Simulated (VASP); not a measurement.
# KCl (Sylvite) (Fm-3m) in VASP: further runs

The runs below take KCl (Sylvite) through single point, with r2SCAN, HSE06, LDA.

Everything below comes from runs of VASP 6.6.1. Logs are shortened: lines on timing, memory, paths and dates and some standing lists are left out, and cuts for length are marked.

**Measured values to compare with.**

A printed reference work, monograph reports, for a bulk crystal of KCl: band gap 8.68 eV.

The results are compared with them further down.

## (1) The cell of the first run

It takes space group Fm-3m (No. 225, cubic). Conventional cell: a = 6.290 Å, b = 6.290 Å, c = 6.290 Å, α = 90.00°, β = 90.00°, γ = 90.00°. Within 4.1 Å of K (site symmetry m-3m) lie 6 Cl at 3.14 Å. Cl (site symmetry m-3m) has 6 K at 3.14 Å within 4.1 Å.

## (2) Single point, r2SCAN

Input file POSCAR:

```
KCl
1.0
    0.0000000000      3.1448471320      3.1448471320
    3.1448471320      0.0000000000      3.1448471320
    3.1448471320      3.1448471320      0.0000000000
K Cl
1 1
Direct
    0.0000000000      0.0000000000      0.0000000000
    0.5000000000      0.5000000000      0.5000000000
```

Input file INCAR.step1:

```
SYSTEM = KCl
ALGO = Normal
EDIFF = 1E-4
ENCUT = 520
GGA = PE
ISMEAR = 0
LASPH = .True.
LCHARG = .False.
LREAL = .False.
LWAVE = .True.
NBANDS = 15
NELM = 80
PREC = Accurate
SIGMA = 0.01
```

Input file INCAR.step2:

```
SYSTEM = KCl
ALGO = Normal
EDIFF = 1E-7
ENCUT = 520
ISIF = 2
ISMEAR = 0
ISTART = 1
LASPH = .True.
LCHARG = .False.
LMIXTAU = .True.
LREAL = .False.
LWAVE = .False.
METAGGA = R2SCAN
NBANDS = 15
NELM = 80
PREC = Accurate
SIGMA = 0.01
```

Input file KPOINTS:

```
k-points
0
Gamma
  6 6 6
  0 0 0
```

Potentials or basis: VASP PAW PBE potentials, release 64 (K_sv, Cl).

Run with:

```console
> cat potpaw_PBE.64/K_sv/POTCAR potpaw_PBE.64/Cl/POTCAR > POTCAR
> cp INCAR.step1 INCAR
> mpirun -np 1 vasp_std > vasp.out
> cp INCAR.step2 INCAR
> mpirun -np 1 vasp_std > vasp.out
```

OUTCAR:

```text
SYSTEM = KCl
   EDIFF = 1E-7
   ENCUT = 520
   ISIF = 2
   ISMEAR = 0
   ISTART = 1
   LASPH = .True.
   LREAL = .False.
   METAGGA = R2SCAN
   NELM = 80
   PREC = Accurate

 ion  position               nearest neighbor table
   1  0.000  0.000  0.000-   2 3.14   2 3.14   2 3.14   2 3.14   2 3.14   2 3.14
   2  0.500  0.500  0.500-   1 3.14   1 3.14   1 3.14   1 3.14   1 3.14   1 3.14

  LATTYP: Found a face centered cubic cell.
 ALAT       =     6.2896942640

  Lattice vectors:

 A1 = (   0.0000000000,   3.1448471320,   3.1448471320)
 A2 = (   3.1448471320,   0.0000000000,   3.1448471320)
 A3 = (   3.1448471320,   3.1448471320,   0.0000000000)

Analysis of symmetry for initial positions (statically):
=====================================================================
 Subroutine PRICEL returns:
 Original cell was already a primitive cell.

 Routine SETGRP: Setting up the symmetry group for a
 face centered cubic supercell.

 Subroutine GETGRP returns: Found 48 space group operations
 (whereof 48 operations were pure point group operations)
 out of a pool of 48 trial point group operations.

The static configuration has the point symmetry O_h .

Analysis of symmetry for dynamics (positions and initial velocities):
=====================================================================
 Subroutine PRICEL returns:
 Original cell was already a primitive cell.

 Routine SETGRP: Setting up the symmetry group for a
 face centered cubic supercell.

 Subroutine GETGRP returns: Found 48 space group operations
 (whereof 48 operations were pure point group operations)
 out of a pool of 48 trial point group operations.

The dynamic configuration has the point symmetry O_h .

 Subroutine INISYM returns: Found 48 space group operations
 (whereof 48 operations are pure point group operations),
 and found     1 'primitive' translations

----------------------------------------------------------------------------------------

                                     Primitive cell

  volume of cell :      62.2055

  direct lattice vectors                    reciprocal lattice vectors
     0.000000000  3.144847132  3.144847132    -0.158990240  0.158990240  0.158990240
     3.144847132  0.000000000  3.144847132     0.158990240 -0.158990240  0.158990240
     3.144847132  3.144847132  0.000000000     0.158990240  0.158990240 -0.158990240

  length of vectors
     4.447485466  4.447485466  4.447485466     0.275379173  0.275379173  0.275379173

  position of ions in fractional coordinates (direct lattice)
     0.000000000  0.000000000  0.000000000
     0.500000000  0.500000000  0.500000000

  ion indices of the primitive-cell ions
   primitive index   ion index
                 1           1
                 2           2

----------------------------------------------------------------------------------------

 KPOINTS: k-points

Automatic generation of k-mesh.
 Grid dimensions read from file:
 generate k-points for:    6    6    6

 Generating k-lattice:

  Cartesian coordinates                     Fractional coordinates (reciprocal lattice)
    -0.026498373  0.026498373  0.026498373     0.166666667  0.000000000  0.000000000
     0.026498373 -0.026498373  0.026498373     0.000000000  0.166666667  0.000000000
     0.026498373  0.026498373 -0.026498373     0.000000000  0.000000000  0.166666667

  Length of vectors
     0.045896529  0.045896529  0.045896529

  Shift w.r.t. Gamma in fractional coordinates (k-lattice)
     0.000000000  0.000000000  0.000000000

 Subroutine IBZKPT returns following result:
 ===========================================

 Found     16 irreducible k-points:

 Following reciprocal coordinates:
            Coordinates               Weight
  0.000000  0.000000  0.000000      1.000000
  0.166667  0.000000  0.000000      8.000000
  0.333333  0.000000  0.000000      8.000000
  0.500000  0.000000  0.000000      4.000000
  0.166667  0.166667  0.000000      6.000000
  0.333333  0.166667  0.000000     24.000000
[... 8 lines left out ...]
 -0.333333  0.333333  0.166667     24.000000
 -0.333333  0.500000  0.166667     12.000000
   k-points           NKPTS =     16   k-points in BZ     NKDIM =     16   number of bands    NBANDS=     15
   number of dos      NEDOS =    301   number of ions     NIONS =      2
   total plane-waves  NPLWV =  46656
   dimension x,y,z NGX =    36 NGY =   36 NGZ =   36
   dimension x,y,z NGXF=    72 NGYF=   72 NGZF=   72
   ions per type =               1   1
   NGX,Y,Z   is equivalent  to a cutoff of  13.46, 13.46, 13.46 a.u.
   NGXF,Y,Z  is equivalent  to a cutoff of  26.91, 26.91, 26.91 a.u.
 SYSTEM =  KCl
   PREC   = accura    normal or accurate (medium, high low for compatibility)
   ISTART =      1    job   : 0-new  1-cont  2-samecut
   ICHARG =      0    charge: 1-file 2-atom 10-const
   ISPIN  =      1    spin polarized calculation?
   LNONCOLLINEAR =      F non collinear calculations
   LSORBIT =      F    spin-orbit coupling
[... 62 lines left out ...]
      2     -14.9300      2.00000
      3     -13.2143      2.00000
      4     -13.2143      2.00000
      5     -13.2143      2.00000
      6      -2.2581      2.00000
      7      -2.2581      2.00000
      8      -2.2581      2.00000
      9       3.5771      0.00000
     10       6.7765      0.00000
     11       6.7765      0.00000
     12       6.7765      0.00000
     13       7.8204      0.00000
     14       7.8204      0.00000
     15      11.1185      0.00000

 k-point     2 :       0.1667    0.0000    0.0000
  band No.  band energies     occupation
      1     -30.5203      2.00000
      2     -14.9739      2.00000
      3     -13.2164      2.00000
      4     -13.2164      2.00000
      5     -13.1556      2.00000
      6      -2.5652      2.00000
      7      -2.3427      2.00000
      8      -2.3427      2.00000
      9       4.2124      0.00000
     10       6.5571      0.00000
     11       7.1362      0.00000
     12       7.1362      0.00000
     13       8.2059      0.00000
     14       8.2059      0.00000
     15      12.1479      0.00000

 k-point     3 :       0.3333    0.0000    0.0000
  band No.  band energies     occupation
      1     -30.5151      2.00000
      2     -15.0545      2.00000
      3     -13.2205      2.00000
      4     -13.2205      2.00000
      5     -13.0447      2.00000
      6      -3.0810      2.00000
      7      -2.5036      2.00000
      8      -2.5036      2.00000
      9       5.4105      0.00000
     10       6.6136      0.00000
     11       8.1174      0.00000
     12       8.1174      0.00000
     13       9.1805      0.00000
     14       9.1805      0.00000
     15      11.5079      0.00000

 k-point     4 :       0.5000    0.0000    0.0000
  band No.  band energies     occupation
      1     -30.5125      2.00000
      2     -15.0918      2.00000
      3     -13.2225      2.00000
      4     -13.2225      2.00000
      5     -12.9919      2.00000
      6      -3.3062      2.00000
      7      -2.5803      2.00000
      8      -2.5803      2.00000
      9       5.8790      0.00000
     10       6.9913      0.00000
     11       9.0694      0.00000
     12       9.0694      0.00000
     13       9.9270      0.00000
     14       9.9270      0.00000
     15      10.7274      0.00000
[... 163 lines left out ...]
 k-point    14 :       0.5000    0.3333    0.1667
  band No.  band energies     occupation
      1     -30.5118      2.00000
      2     -14.9759      2.00000
      3     -13.2744      2.00000
      4     -13.2482      2.00000
      5     -13.1173      2.00000
      6      -3.0106      2.00000
      7      -2.5720      2.00000
      8      -2.5628      2.00000
      9       5.8002      0.00000
     10       6.2474      0.00000
     11       8.4629      0.00000
     12       9.0672      0.00000
     13       9.2579      0.00000
     14       9.5901      0.00000
     15      10.4764      0.00000

 k-point    15 :      -0.3333    0.3333    0.1667
  band No.  band energies     occupation
      1     -30.5102      2.00000
      2     -14.9628      2.00000
      3     -13.2894      2.00000
      4     -13.2718      2.00000
      5     -13.1108      2.00000
      6      -2.9693      2.00000
      7      -2.7008      2.00000
      8      -2.6125      2.00000
      9       6.2544      0.00000
     10       6.5078      0.00000
     11       8.4146      0.00000
     12       8.6088      0.00000
     13       9.7539      0.00000
     14      10.4657      0.00000
     15      10.5366      0.00000

 k-point    16 :      -0.3333    0.5000    0.1667
  band No.  band energies     occupation
      1     -30.5094      2.00000
      2     -14.8935      2.00000
      3     -13.3326      2.00000
      4     -13.2902      2.00000
      5     -13.1661      2.00000
      6      -2.8393      2.00000
      7      -2.6777      2.00000
      8      -2.6213      2.00000
      9       5.5223      0.00000
     10       7.2603      0.00000
     11       7.7186      0.00000
     12       8.8237      0.00000
     13       9.5961      0.00000
     14      10.2764      0.00000
     15      10.8717      0.00000

------------------------ aborting loop because EDIFF is reached ----------------------------------------

  FORCE on cell =-STRESS in cart. coord.  units (eV):
  Direction    XX          YY          ZZ          XY          YZ          ZX
  --------------------------------------------------------------------------------------
  -------------------------------------------------------------------------------------
  Total        0.0015978      0.0015978      0.0015978     -0.0000000      0.0000000     -0.0000000
  in kB        0.0411521      0.0411521      0.0411521     -0.0000000      0.0000000     -0.0000000
  external PRESSURE =       0.0411521 kB  Pullay stress =       0.0000000 kB

 VOLUME and BASIS-vectors are now :
 -----------------------------------------------------------------------------
  energy-cutoff  :      520.00
  volume of cell :       62.21
      direct lattice vectors                 reciprocal lattice vectors
     0.000000000  3.144847132  3.144847132    -0.158990240  0.158990240  0.158990240
     3.144847132  0.000000000  3.144847132     0.158990240 -0.158990240  0.158990240
     3.144847132  3.144847132  0.000000000     0.158990240  0.158990240 -0.158990240

 POSITION                                       TOTAL-FORCE (eV/Angst)
 -----------------------------------------------------------------------------------
      0.00000      0.00000      0.00000         0.000000     -0.000000      0.000000
      3.14485      3.14485      3.14485         0.000000      0.000000     -0.000000
 -----------------------------------------------------------------------------------
    total drift:                                0.000000      0.000000      0.000000

  FREE ENERGIE OF THE ION-ELECTRON SYSTEM (eV)
  ---------------------------------------------------
  free  energy   TOTEN  =       -16.5064876889 eV

  energy  without entropy=      -16.5064876889  energy(sigma->0) =      -16.50648769
```

Wall time 73 s (1 thread of Intel Xeon Platinum 8488C (Sapphire Rapids), shared host); peak memory 0.22 GiB.

What came out:

```yaml
Free_energy: -16.5065 eV
Pressure: 0.0 GPa
Band_gap_on_the_k_mesh: 5.84 eV, direct
```

Levels at points of the mesh, in eV from the valence-band top:
```
           k point  band 6  band 7  band 8  band 9  band 10  band 11
(0.00, 0.00, 0.00)    0.00    0.00    0.00    5.84     9.03     9.03
(0.50, 0.00, 0.00)   -1.05   -0.32   -0.32    8.14     9.25    11.33
(0.50, 0.50, 0.00)   -0.67   -0.23   -0.23    7.03     9.22    10.70
```

Caveat: the PAW data sets were made with another functional, which shifts forces and pressure a little.

## (3) Single point, r2SCAN

POSCAR is that of step 2.

Input file INCAR.step1:

```
SYSTEM = KCl
PREC     = Accurate       ! precision mode
ENCUT    = 520            ! plane-wave cutoff, eV
ISMEAR   = 1              ! smearing method
SIGMA    = 0.001          ! smearing width, eV
LREAL    = .False.        ! projectors in reciprocal space
LASPH    = .True.         ! aspherical terms in the spheres
NELM     = 60             ! most SCF steps
NBANDS   = 15             ! bands
GGA      = PE             ! functional
ALGO     = Normal         ! electronic algorithm
EDIFF    = 1E-4           ! SCF threshold, eV
LWAVE    = .True.         ! write WAVECAR
LCHARG   = .False.        ! write CHGCAR
```

Input file INCAR.step2:

```
SYSTEM = KCl
PREC     = Accurate       ! precision mode
ENCUT    = 520            ! plane-wave cutoff, eV
EDIFF    = 1E-7           ! SCF threshold, eV
ISMEAR   = 1              ! smearing method
SIGMA    = 0.001          ! smearing width, eV
LREAL    = .False.        ! projectors in reciprocal space
LASPH    = .True.         ! aspherical terms in the spheres
NELM     = 60             ! most SCF steps
ALGO     = Normal         ! electronic algorithm
ISIF     = 2              ! what is computed and relaxed
LWAVE    = .False.        ! write WAVECAR
LCHARG   = .True.         ! write CHGCAR
METAGGA  = R2SCAN         ! meta-GGA
LMIXTAU  = .True.       
LELF     = .True.         ! ELF
LVHAR    = .True.       
NBANDS   = 15             ! bands
ISTART   = 1
```

Input file KPOINTS:

```
regular mesh
0
Gamma
  6 6 6
  0 0 0
```

Potentials or basis: VASP PAW PBE potentials, release 64 (K_sv, Cl).

Run with:

```console
> cat potpaw_PBE.64/K_sv/POTCAR potpaw_PBE.64/Cl/POTCAR > POTCAR
> cp INCAR.step1 INCAR
> mpirun -np 1 vasp_std > vasp.out
> cp INCAR.step2 INCAR
> mpirun -np 1 vasp_std > vasp.out
```

Run time: 68 s. Hardware: 1 thread of Intel Xeon Platinum 8488C (Sapphire Rapids), shared host; peak memory 0.22 GiB.

It converged, with:

| Item | Value |
| --- | --- |
| Free energy | -16.5065 eV |
| Pressure | 0.0 GPa |
| Band gap on the k mesh | 5.84 eV, direct |

Levels at points of the mesh, in eV from the valence-band top:
```
           k point  band 6  band 7  band 8  band 9  band 10  band 11
(0.00, 0.00, 0.00)    0.00    0.00    0.00    5.84     9.03     9.03
(0.50, 0.00, 0.00)   -1.05   -0.32   -0.32    8.14     9.25    11.33
(0.50, 0.50, 0.00)   -0.67   -0.23   -0.23    7.03     9.22    10.70
```

Caveat: the PAW data sets were made with another functional, which shifts forces and pressure a little.

## (4) Single point, HSE06

POSCAR is that of step 3.

Input file INCAR.step1:

```
SYSTEM = KCl
PREC = Accurate
ENCUT = 520
EDIFF = 1E-5
ISMEAR = 0
SIGMA = 0.01
LREAL = .False.
LASPH = .True.
NELM = 60
ALGO = Normal
ISIF = 2
LWAVE = .True.
LCHARG = .False.
GGA = PE
NBANDS = 15
```

Input file INCAR.step2:

```
SYSTEM = KCl
PREC = Accurate
ENCUT = 520
EDIFF = 1E-6
ISMEAR = 0
SIGMA = 0.01
LREAL = .False.
LASPH = .True.
NELM = 60
ALGO = Normal
ISIF = 2
LWAVE = .False.
LCHARG = .False.
GGA = PE
LHFCALC = .True.
HFSCREEN = 0.2079
PRECFOCK = Normal
ISTART = 1
NBANDS = 15
```

Input file KPOINTS:

```
regular mesh
0
Gamma
  3 3 3
  0 0 0
```

Run with:

```console
> cat potpaw_PBE.64/K_sv/POTCAR potpaw_PBE.64/Cl/POTCAR > POTCAR
> cp INCAR.step1 INCAR
> mpirun -np 1 vasp_std > vasp.out
> cp INCAR.step2 INCAR
> mpirun -np 1 vasp_std > vasp.out
```

Run time: 98 s. Hardware: 1 thread of Intel Xeon Platinum 8488C (Sapphire Rapids), shared host; peak memory 0.3 GiB.

It converged, with:

- Free energy: -7.8635 eV
- Pressure: 0.5 GPa
- Band gap on the k mesh: 6.50 eV, direct

Levels at points of the mesh, in eV from the valence-band top:
```csv
k point,band 4,band 5,band 6,band 7,band 8,band 9,band 10,band 11,band 12,band 13
"(0.00, 0.00, 0.00)",-11.37,-11.37,0.00,0.00,0.00,6.50,9.92,9.92,9.92,10.92
```

Caveat: the k points lie up to 0.58 Å⁻¹ apart; the PAW data sets were made with another functional, which shifts forces and pressure a little.

## (5) Single point, LDA

Input file INCAR:

```
  PREC = Accurate
  ENCUT = 500
  EDIFF = 1E-6
  ISMEAR = 0
  SIGMA = 0.01
  LREAL = False
  LASPH = True
  NELM = 120
  ALGO = Normal
  ISIF = 2
  LWAVE = False
  LCHARG = False
  GGA = CA
  NBANDS = 15
  GGA_COMPAT = False
```

Input file KPOINTS:

```
regular mesh
0
Gamma
  4 4 4
```

POSCAR is that of step 4.

Potentials or basis: VASP PAW LDA potentials, release 64 (K_sv, Cl).

Run with:

```console
> cat potpaw_LDA.64/K_sv/POTCAR potpaw_LDA.64/Cl/POTCAR > POTCAR
> mpirun -np 1 vasp_std > vasp.out
```

Wall time 14 s (1 thread of AMD EPYC 7R43 (Zen 3), shared host); peak memory 0.11 GiB.

Results (log left out):

- Free energy: -7.3705 eV
- Pressure: -1.9 GPa
- Band gap on the k mesh: 4.75 eV, direct

Levels at points of the mesh, in eV from the valence-band top:
```tsv
k point	band 4	band 5	band 6	band 7	band 8	band 9	band 10	band 11	band 12	band 13
(0.00, 0.00, 0.00)	-10.53	-10.53	0.00	0.00	0.00	4.75	8.08	8.08	8.08	9.02
(0.50, 0.00, 0.00)	-10.54	-10.28	-1.13	-0.35	-0.35	7.19	8.26	10.28	10.28	11.12
(0.50, 0.50, 0.00)	-10.59	-10.59	-0.70	-0.24	-0.24	6.17	7.98	9.66	10.05	10.41
```

Caveat: the k points lie up to 0.43 Å⁻¹ apart.

## (6) The runs side by side

| level | potentials or basis | k mesh | cutoff (eV) | smearing | grid for exact exchange (PRECFOCK) | screening parameter | gap on the mesh (eV) | pressure (GPa) |
| --- | --- | --- | --- | --- | --- | --- | --- | --- |
| r2SCAN | VASP PAW PBE potentials, release 64 (K_sv, Cl) | 6 × 6 × 6 | 520 | gaussian 0.01 eV | - | - | 5.84 | 0.0 |
| r2SCAN | VASP PAW PBE potentials, release 64 (K_sv, Cl) | 6 × 6 × 6 | 520 | methfessel-paxton 0.001 eV | - | - | 5.84 | 0.0 |
| HSE06 | VASP PAW PBE potentials, release 64 (K_sv, Cl) | 3 × 3 × 3 | 520 | gaussian 0.01 eV | Normal | 0.2079 1/Å | 6.50 | 0.5 |
| LDA | VASP PAW LDA potentials, release 64 (K_sv, Cl) | 4 × 4 × 4 | 500 | gaussian 0.01 eV | - | - | 4.75 | -1.9 |

Alike in all rows: task single point; no spin polarisation; cell as given.

Caveats: some runs use coarse meshes; the PAW data sets were made with another functional, which shifts forces and pressure a little (some runs).

Absolute energies hang on the potentials; compare differences alone.

## (7) Comparison with measurements

Step 2. A measured gap of KCl is 8.68 eV (a printed reference work, monograph); the calculated 5.84 eV misses it by -2.84 eV. The value is that of r2SCAN, without temperature or zero-point motion.

Step 3. Against the measured gap of KCl, 8.68 eV (a printed reference work, monograph), the calculated 5.84 eV is off by -2.84 eV. The value is that of r2SCAN, without temperature or zero-point motion.
